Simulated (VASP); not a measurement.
## GaN: band structure with LDA

**The experiment to reproduce.**

A printed reference work, textbook reports, for a bulk crystal of GaN at 0 K: band gap 3.299 eV (direct).

The system is GaN.

```
Ga N
1.0
     0.00000    2.25350    2.25350
     2.25350    0.00000    2.25350
     2.25350    2.25350    0.00000
Ga N
1 1
Direct
  0.00000 0.00000 0.00000
  0.25000 0.25000 0.25000
```

The cell is a database's computed one.

* Program: VASP 6.6.1
* Task: band structure
* Functional: LDA
* Potentials or basis: VASP PAW LDA potentials, release 64 (Ga_d, N)
* Cutoff: 520 eV
* k mesh: 10 × 10 × 10
* Occupations: gaussian, width 0.02 eV
* Spin: no spin polarisation
* Ladder: free
* Further INCAR settings: ALGO = Normal; EDIFF = 1e-07

* Band gap on the k mesh: 1.75 eV, direct
* Band gap along the path: 1.75 eV, direct

Levels at the corners of the path, in eV from the valence-band top:
| point | band 6 | band 7 | band 8 | band 9 | band 10 | band 11 | band 12 | band 13 |
| --- | --- | --- | --- | --- | --- | --- | --- | --- |
| Γ | -13.23 | 0.00 | 0.00 | 0.00 | 1.75 | 10.11 | 10.11 | 10.11 |
| X | -11.37 | -6.20 | -2.73 | -2.73 | 3.25 | 6.49 | 11.50 | 13.76 |
| X | -11.37 | -6.20 | -2.73 | -2.73 | 3.25 | 6.49 | 11.50 | 13.76 |
| W | -11.08 | -5.77 | -3.74 | -3.69 | 6.12 | 8.24 | 10.16 | 10.92 |
| W | -11.08 | -5.77 | -3.74 | -3.69 | 6.12 | 8.24 | 10.16 | 10.92 |
| K | -11.21 | -5.94 | -4.31 | -2.20 | 4.88 | 7.72 | 10.88 | 12.66 |
| K | -11.21 | -5.94 | -4.31 | -2.20 | 4.88 | 7.72 | 10.88 | 12.66 |
| Γ | -13.23 | 0.00 | 0.00 | 0.00 | 1.75 | 10.11 | 10.11 | 10.11 |
| Γ | -13.23 | 0.00 | 0.00 | 0.00 | 1.75 | 10.11 | 10.11 | 10.11 |
| L | -11.85 | -7.12 | -0.98 | -0.98 | 4.55 | 8.60 | 10.21 | 10.21 |
| L | -11.85 | -7.12 | -0.98 | -0.98 | 4.55 | 8.60 | 10.21 | 10.21 |
| U | -11.21 | -5.94 | -4.31 | -2.20 | 4.88 | 7.72 | 10.88 | 12.66 |
| U | -11.21 | -5.94 | -4.31 | -2.20 | 4.88 | 7.72 | 10.88 | 12.66 |
| W | -11.08 | -5.77 | -3.74 | -3.69 | 6.12 | 8.24 | 10.16 | 10.92 |
| W | -11.08 | -5.77 | -3.74 | -3.69 | 6.12 | 8.24 | 10.16 | 10.92 |
| L | -11.85 | -7.12 | -0.98 | -0.98 | 4.55 | 8.60 | 10.21 | 10.21 |
| L | -11.85 | -7.12 | -0.98 | -0.98 | 4.55 | 8.60 | 10.21 | 10.21 |
| K | -11.21 | -5.94 | -4.31 | -2.20 | 4.88 | 7.72 | 10.88 | 12.66 |
| U | -11.21 | -5.94 | -4.31 | -2.20 | 4.88 | 7.72 | 10.88 | 12.66 |
| X | -11.37 | -6.20 | -2.73 | -2.73 | 3.25 | 6.49 | 11.50 | 13.76 |

It took 13 s on 1 thread of Intel(R) Xeon(R) 6975P-C (Granite Rapids), with other jobs on the host, peak memory 0.17 GiB.

Measured gap of GaN: 3.299 eV (direct; 0 K; a printed reference work, textbook). This calculation gives 1.75 eV (-1.55 eV). Spin-orbit coupling on Ga is left out. The value is that of LDA, without temperature or zero-point motion. Semilocal functionals fall short of measured gaps as a rule. The cell is a database's relaxed one, not the measured one, which moves gaps too.

Caveat: the log is that of the step along the path at fixed density, whose energy, stress, charges and moments have no meaning.
